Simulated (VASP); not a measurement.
Write the native input for VASP 6.6.1 that does the following.

- Task: single point
- Functional: PBE
- Potentials or basis: VASP PAW PBE potentials, release 64 (Mo_sv)
- Cutoff: 400 eV
- k mesh: 14 × 14 × 14
- Occupations: gaussian, width 0.1 eV
- Spin: no spin polarisation
- Further INCAR settings: ALGO = Normal; EDIFF = 1e-07

The structure of Mo lies in POSCAR:

```
Mo
1.0
   -1.5734150000      1.5734150000      1.5734150000
    1.5734150000     -1.5734150000      1.5734150000
    1.5734150000      1.5734150000     -1.5734150000
Mo
1
Direct
    0.0000000000      0.0000000000      0.0000000000
```

One way to write it, as run:

INCAR

```
SYSTEM = Mo
PREC = Accurate
ENCUT = 400
EDIFF = 1E-7
ISMEAR = 0
SIGMA = 0.1
LREAL = .FALSE.
LASPH = .TRUE.
NELM = 80
ALGO = Normal
ISIF = 2
LWAVE = .FALSE.
LCHARG = .FALSE.
GGA = PE
```

KPOINTS

```
regular mesh
0
G
  14 14 14
  0 0 0
```

Potentials or basis: VASP PAW PBE potentials, release 64 (Mo_sv).

Run with:

```console
$ cat potpaw_PBE.64/Mo_sv/POTCAR > POTCAR
$ mpirun -np 1 vasp_std > vasp.out
```

It gave:

```json
{
 "Pressure": "3.8 GPa",
 "Band gap on the k mesh": "none (metal or under the smearing width)"
}
```

Run time: 7.7 s on 1 thread of AMD EPYC 9R45 (Zen 5) (shared host), peak memory 0.09 GiB.
